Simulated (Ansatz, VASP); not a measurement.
## Two plane-wave programs on Pb

```xyz
1
Lattice="-1.9331 1.9331 1.9331 1.9331 -1.9331 1.9331 1.9331 1.9331 -1.9331" Properties=species:S:1:pos:R:3 pbc="T T T"
Pb    0.0000    0.0000    0.0000
```

Alike in both runs: task single point; functional revPBE; k mesh 12 × 12 × 12; occupations fermi-dirac, width 0.1 eV; no spin polarisation.

```csv
,VASP,Ansatz
version,VASP 6.6.1,Ansatz 0.2.0
potentials or method,"VASP PAW PBE potentials, release 64 (Pb_d)","plane waves (420 eV) with PAW, scalar-relativistic"
plane-wave cutoff (eV),520,420
valence electrons in the cell,14,14
```

|  | VASP | Ansatz | Ansatz less VASP |
| --- | --- | --- | --- |
| pressure (GPa) | 6.2 | 6.2 | +0.05 |

With one functional, cell and mesh, what is left measures potentials, basis and numerics.

Caveats: the PAW data sets were made with another functional, which shifts forces and pressure a little (VASP). The runs have no spin-orbit coupling, so splittings on Pb are missing.
